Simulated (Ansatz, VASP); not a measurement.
**Two plane-wave programs on Zn**

```xyz
1
Lattice="0.0000 1.9259 1.9259 1.9259 0.0000 1.9259 1.9259 1.9259 0.0000" Properties=species:S:1:pos:R:3 pbc="T T T"
Zn    0.0000    0.0000    0.0000
```

This isn't the form of Zn at room conditions, which is hcp.

Alike in both runs: functional r2SCAN; k mesh 18 × 18 × 18; occupations gaussian, width 0.1 eV; no spin polarisation.

Ansatz relaxed the structure, and its values are those at the end. VASP's run is a single point on that final structure, the one shown.

|  | VASP | Ansatz |
| --- | --- | --- |
| version | VASP 6.6.1 | Ansatz 0.2.0 |
| potentials or method | VASP PAW PBE potentials, release 64 (Zn) | scalar-relativistic, plane waves, PAW |
| plane-wave cutoff (eV) | 520 | 500 |
| valence electrons in the cell | 12 | 12 |

|  | VASP | Ansatz | Ansatz less VASP |
| --- | --- | --- | --- |
| gap on the k mesh at the Fermi level (eV) | none | none | - |
| pressure (GPa) | 0.4 | 0.0 | -0.43 |

A gap of «none» marks a metal or a gap that the smearing closes.

Caveats: the PAW data sets were made with another functional, which shifts forces and pressure a little (VASP).
